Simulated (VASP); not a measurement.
# Dy (Im-3m) in VASP: further runs, part 2 of 2

VASP 6.6.1.

**3. Single point, PBE, collinear spin, ferromagnetic start**

INCAR

```
SYSTEM = Dy
  ADDGRID = .False.
  ALGO = Normal
  EDIFF = 1E-6
  ENCUT = 500
  GGA = PE
  ISIF = 2
  ISMEAR = 0
  ISPIN = 2
  LASPH = .True.
  LCHARG = .False.
  LMAXMIX = 6
  LORBIT = 11
  LREAL = Auto
  LWAVE = .False.
  MAGMOM = 5
  NELM = 100
  PREC = Accurate
  SIGMA = 0.2
```

KPOINTS

```
k-points
0
Gamma
  14 14 14
  0 0 0
```

POSCAR

```
Dy
1.0
   -2.0003821482      2.0003821482      2.0003821482
    2.0003821482     -2.0003821482      2.0003821482
    2.0003821482      2.0003821482     -2.0003821482
Dy
1
Direct
    0.0000000000      0.0000000000      0.0000000000
```

Potentials or basis: VASP PAW PBE potentials, release 64 (Dy).

Command:

```
$ cat potpaw_PBE.64/Dy/POTCAR > POTCAR
$ mpirun -np 1 vasp_std > vasp.out
```

OUTCAR:

```text
SYSTEM = Dy
   EDIFF = 1E-6
   ENCUT = 500
   GGA = PE
   ISIF = 2
   ISMEAR = 0
   ISPIN = 2
   LASPH = .True.
   LORBIT = 11
   LREAL = Auto
   NELM = 100
   PREC = Accurate

 Found    104 irreducible k-points:

 Following reciprocal coordinates:
            Coordinates               Weight
  0.000000  0.000000  0.000000      1.000000
  0.071429  0.000000  0.000000     12.000000
  0.142857  0.000000  0.000000     12.000000
  0.214286  0.000000  0.000000     12.000000
  0.285714  0.000000  0.000000     12.000000
  0.357143  0.000000  0.000000     12.000000
   k-points           NKPTS =    104   k-points in BZ     NKDIM =    104   number of bands    NBANDS=     17
   number of dos      NEDOS =    301   number of ions     NIONS =      1
   total plane-waves  NPLWV =  21952
   dimension x,y,z NGX =    28 NGY =   28 NGZ =   28
   dimension x,y,z NGXF=    56 NGYF=   56 NGZF=   56
   ions per type =               1
   NGX,Y,Z   is equivalent  to a cutoff of  13.43, 13.43, 13.43 a.u.
   NGXF,Y,Z  is equivalent  to a cutoff of  26.87, 26.87, 26.87 a.u.
 SYSTEM =  Dy
   PREC   = accura    normal or accurate (medium, high low for compatibility)
   ISTART =      0    job   : 0-new  1-cont  2-samecut
   ICHARG =      2    charge: 1-file 2-atom 10-const
   ISPIN  =      2    spin polarized calculation?
   LNONCOLLINEAR =      F non collinear calculations
   LSORBIT =      F    spin-orbit coupling
   LASPH  =      T    aspherical Exc in radial PAW
   ENCUT  =  500.0 eV  36.75 Ry    6.06 a.u.   6.32  6.32  6.32*2*pi/ulx,y,z
   NELM   =    100;   NELMIN=  2; NELMDL= -5     # of ELM steps
   EDIFF  = 0.1E-05   stopping-criterion for ELM
   LREAL  =      T    real-space projection
   EDIFFG = 0.1E-04   stopping-criterion for IOM
   NSW    =      0    number of steps for IOM
   IBRION =     -1    ionic relax: 0-MD 1-quasi-New 2-CG
   NFREE  =      0    steps in history (QN), initial steepest desc. (CG)
   ISIF   =      2    stress and relaxation
   ISYM   =      2    0-nonsym 1-usesym 2-fastsym
   POTIM  = 0.5000    time-step for ionic-motion
   TEBEG  =    0.0;   TEEND  =   0.0 temperature during run
   PSTRESS=    0.0 pullay stress
   NELECT =      20.0000    total number of electrons
   NUPDOWN=      -1.0000    fix difference up-down
   EMIN   =  10.00;   EMAX   =-10.00  energy-range for DOS
   EFERMI =   0.00;   METHOD = LEGACY
   ISMEAR =     0;   SIGMA  =   0.20  broadening in eV -4-tet -1-fermi 0-gaus
   EFERMI_NEDOS =   21; number of points for ismear=-14 and -15
   IALGO  =     38    algorithm
   IMIX   =      4    mixing-type and parameters
     AMIX     =   0.40;   BMIX     =  1.00
     AMIX_MAG =   1.60;   BMIX_MAG =  1.00
  volume/ion in A,a.u.               =      32.02       216.07
  Fermi-wavevector in a.u.,A,eV,Ry     =   1.399432  2.644543 26.645792  1.958410
  Thomas-Fermi vector in A             =   2.522492
   LORBIT       =     11    0 simple, 1 ext, 2 COOP (PROOUT), +10 PAW based schemes
   GGA     = PE    functional components
   LHFCALC =     F    Hartree Fock is set to
   AEXX    =    0.0000 exact exchange contribution
   IVDW    =     0    specifies the selected vdW correction
   LEPSILON=     F    determine dielectric tensor
   LRPA    =     F    only Hartree local field effects (RPA)
 spin polarized calculation
 Gauss-broadening in eV      SIGMA  =   0.20
  energy-cutoff  :      500.00
  volume of cell :       32.02
 maximum number of plane-waves:       856
 NGX is ok and might be reduce to    28
   NGX = 13   NGY = 13   NGZ = 13

 number of electron      20.0000005 magnetization       4.5647040

 Free energy of the ion-electron system (eV)
  ---------------------------------------------------
  ext. energy  EPLUGINS =         0.00000000
  ---------------------------------------------------
  free energy    TOTEN  =        -7.96395618 eV

  energy without entropy =       -7.87788994  energy(sigma->0) =       -7.92092306

 E-fermi :   2.8478     XC(G=0): -10.0684

 val. band max:        2.8435454909   @ k =   0.2143   0.2143   0.2143
 cond. band min:       2.8487805156   @ k =  -0.4286   0.5000   0.3571
 fundamental gap:      0.0052350247
 Fermi energy:         2.8478191707

 spin component 1

 k-point     1 :       0.0000    0.0000    0.0000
  band No.  band energies     occupation
      1     -44.2122      1.00000
      2     -19.7428      1.00000
      3     -19.7428      1.00000
      4     -19.7428      1.00000
      5      -2.2923      1.00000
      6      -0.5077      1.00000
[... 9 lines left out ...]
     16       6.9673      0.00000
     17       6.9673      0.00000

 k-point     2 :       0.0714    0.0000    0.0000
  band No.  band energies     occupation
      1     -44.2094      1.00000
      2     -19.7786      1.00000
      3     -19.7538      1.00000
      4     -19.7430      1.00000
      5      -2.1439      1.00000
      6      -0.5123      1.00000
[... 9 lines left out ...]
     16       6.7962      0.00000
     17       6.9701      0.00000

 k-point     3 :       0.1429    0.0000    0.0000
  band No.  band energies     occupation
      1     -44.2013      1.00000
      2     -19.8774      1.00000
      3     -19.7845      1.00000
      4     -19.7437      1.00000
      5      -1.7184      1.00000
      6      -0.5251      1.00000
[... 9 lines left out ...]
     16       6.5495      0.00000
     17       6.9928      0.00000

 k-point     4 :       0.2143    0.0000    0.0000
  band No.  band energies     occupation
      1     -44.1897      1.00000
      2     -20.0163      1.00000
      3     -19.8284      1.00000
      4     -19.7446      1.00000
      5      -1.0799      1.00000
      6      -0.5423      1.00000
[... 9 lines left out ...]
     16       6.5517      0.00000
     17       7.0662      0.00000

 k-point     5 :       0.2857    0.0000    0.0000
  band No.  band energies     occupation
      1     -44.1767      1.00000
      2     -20.1657      1.00000
      3     -19.8766      1.00000
      4     -19.7456      1.00000
      5      -0.5638      1.00000
      6      -0.5365      1.00000
[... 9 lines left out ...]
     16       7.1917      0.00000
     17       7.2136      0.00000

 k-point     6 :       0.3571    0.0000    0.0000
  band No.  band energies     occupation
      1     -44.1650      1.00000
      2     -20.2963      1.00000
      3     -19.9195      1.00000
      4     -19.7465      1.00000
      5      -0.5776      1.00000
      6      -0.5474      1.00000
[... 9 lines left out ...]
     16       7.4282      0.00000
     17       8.3082      0.00000

 [... further k-points ...]

 spin component 2

 k-point     1 :       0.0000    0.0000    0.0000
  band No.  band energies     occupation
      1     -42.1846      1.00000
      2     -18.2648      1.00000
      3     -18.2647      1.00000
      4     -18.2647      1.00000
      5      -2.0995      1.00000
      6       2.5367      0.98609
[... 9 lines left out ...]
     16       7.5711      0.00000
     17       7.5711      0.00000

 k-point     2 :       0.0714    0.0000    0.0000
  band No.  band energies     occupation
      1     -42.1813      1.00000
      2     -18.3070      1.00000
      3     -18.2774      1.00000
      4     -18.2651      1.00000
      5      -1.9454      1.00000
      6       2.5338      0.98681
[... 9 lines left out ...]
     16       7.3833      0.00000
     17       7.5739      0.00000

 k-point     3 :       0.1429    0.0000    0.0000
  band No.  band energies     occupation
      1     -42.1718      1.00000
      2     -18.4228      1.00000
      3     -18.3125      1.00000
      4     -18.2660      1.00000
      5      -1.5053      1.00000
      6       2.5256      0.98866
[... 9 lines left out ...]
     16       7.1215      0.00000
     17       7.5982      0.00000

 k-point     4 :       0.2143    0.0000    0.0000
  band No.  band energies     occupation
      1     -42.1580      1.00000
      2     -18.5848      1.00000
      3     -18.3626      1.00000
      4     -18.2672      1.00000
      5      -0.8492      1.00000
      6       2.5169      0.99035
[... 9 lines left out ...]
     16       7.1305      0.00000
     17       7.6769      0.00000

 k-point     5 :       0.2857    0.0000    0.0000
  band No.  band energies     occupation
      1     -42.1426      1.00000
      2     -18.7579      1.00000
      3     -18.4176      1.00000
      4     -18.2685      1.00000
      5      -0.1076      1.00000
      6       2.5238      0.98903
[... 9 lines left out ...]
     16       7.8134      0.00000
     17       7.8352      0.00000

 k-point     6 :       0.3571    0.0000    0.0000
  band No.  band energies     occupation
      1     -42.1288      1.00000
      2     -18.9085      1.00000
      3     -18.4664      1.00000
      4     -18.2698      1.00000
      5       0.5139      1.00000
      6       2.5744      0.97339
[... 9 lines left out ...]
     16       8.0684      0.00000
     17       8.9593      0.00000

 [... further k-points ...]
[... 5 lines left out ...]
  --------------------------------------------------------------------------------------
  -------------------------------------------------------------------------------------
  Total        0.3547365      0.3547365      0.3547365      0.0000000      0.0000000     -0.0000000
  in kB       17.7507856     17.7507856     17.7507856      0.0000000      0.0000000     -0.0000000
  external PRESSURE =      17.7507856 kB  Pullay stress =       0.0000000 kB

 VOLUME and BASIS-vectors are now :
 -----------------------------------------------------------------------------
  energy-cutoff  :      500.00
  volume of cell :       32.02
      direct lattice vectors                 reciprocal lattice vectors
    -2.000382148  2.000382148  2.000382148     0.000000000  0.249952241  0.249952241
     2.000382148 -2.000382148  2.000382148     0.249952241  0.000000000  0.249952241
     2.000382148  2.000382148 -2.000382148     0.249952241  0.249952241  0.000000000

 POSITION                                       TOTAL-FORCE (eV/Angst)
 -----------------------------------------------------------------------------------
      0.00000      0.00000      0.00000         0.000000      0.000000     -0.000000
 -----------------------------------------------------------------------------------
    total drift:                               -0.000000     -0.000000     -0.000000

  FREE ENERGIE OF THE ION-ELECTRON SYSTEM (eV)
  ---------------------------------------------------
  free  energy   TOTEN  =        -7.9639561769 eV

  energy  without entropy=       -7.8778899408  energy(sigma->0) =       -7.92092306

 total charge

# of ion       s       p       d       f       tot
--------------------------------------------------
    1        2.163   5.815   0.483   9.326  17.787

 magnetization (x)

# of ion       s       p       d       f       tot
--------------------------------------------------
    1        0.008  -0.058   0.030   4.507   4.487
```

OSZICAR:

```text
N       E                     dE             d eps       ncg     rms          rms(c)
DAV:   1     0.962922535456E+02    0.96292E+02   -0.70356E+03  8720   0.613E+03
DAV:   2     0.575291385734E+01   -0.90539E+02   -0.84023E+02  9075   0.338E+02
[... 19 lines left out ...]
DAV:  22    -0.796378187527E+01    0.29997E-03   -0.36136E-04 11891   0.467E-01    0.627E-01
DAV:  23    -0.796389314948E+01   -0.11127E-03   -0.16677E-04 10114   0.393E-01    0.477E-01
DAV:  24    -0.796401318215E+01   -0.12003E-03   -0.43962E-05 13493   0.141E-01    0.383E-01
DAV:  25    -0.796396221890E+01    0.50963E-04   -0.15858E-04  8979   0.372E-01    0.299E-01
DAV:  26    -0.796395532579E+01    0.68931E-05   -0.20447E-05 13328   0.923E-02    0.170E-01
DAV:  27    -0.796395617694E+01   -0.85115E-06   -0.10507E-06  6045   0.184E-02
   1 F= -.79639562E+01 E0= -.79209231E+01  d E =-.860662E-01  mag=     4.5648
```

stdout:

```text
POSCAR found type information on POSCAR Dy
 POSCAR found :  1 types and       1 ions
 scaLAPACK will be used
 -----------------------------------------------------------------------------
|                                                                             |
|                                                                             |
|     You have a (more or less) 'small supercell' and for smaller cells       |
|     it is recommended to use the reciprocal-space projection scheme!        |
|     The real-space optimization is not efficient for small cells and it     |
|     is also less accurate ...                                               |
|     Therefore, set LREAL=.FALSE. in the INCAR file.                         |
|                                                                             |
 -----------------------------------------------------------------------------

 LDA part: xc-table for (Slater+PW92), standard interpolation
 POSCAR, INCAR and KPOINTS ok, starting setup
 FFT: planning ... GRIDC
 FFT: planning ... GRID_SOFT
 FFT: planning ... GRID
 WAVECAR not read
 entering main loop
```

Wall time 7 min (1 thread of Intel Xeon Platinum 8488C (Sapphire Rapids), shared host); peak memory 0.23 GiB.

These settings aren't checked as converged: the numbers below hold their error.

What came out:

* Free energy: -7.9640 eV
* Pressure: 1.8 GPa
* Band gap on the k mesh: none (metal or under the smearing width)
* Net moment: 4.56 μB per cell
* Site moments: Dy +4.49 μB
* Valence electrons inside the program's atomic spheres: Dy 17.79

Caveat: the magnetic or orbital state may not be the lowest; spin-orbit coupling is left out, which moves the levels of the heavy elements.

**4. The reference run**

An earlier run on the cell as given: functional PBE; potentials or basis VASP PAW PBE potentials, release 64 (Dy); cutoff 520 eV; k mesh 9 × 9 × 9; occupations fermi-dirac, width 0.05 eV; collinear spin, ferromagnetic start; starting moments [5.0] μB.

* Pressure: 1.6 GPa
* Band gap on the k mesh: none (metal or under the smearing width)
* Net moment: 4.47 μB per cell
* Site moments: Dy +4.44 μB
* Valence electrons inside the program's atomic spheres: Dy 17.79
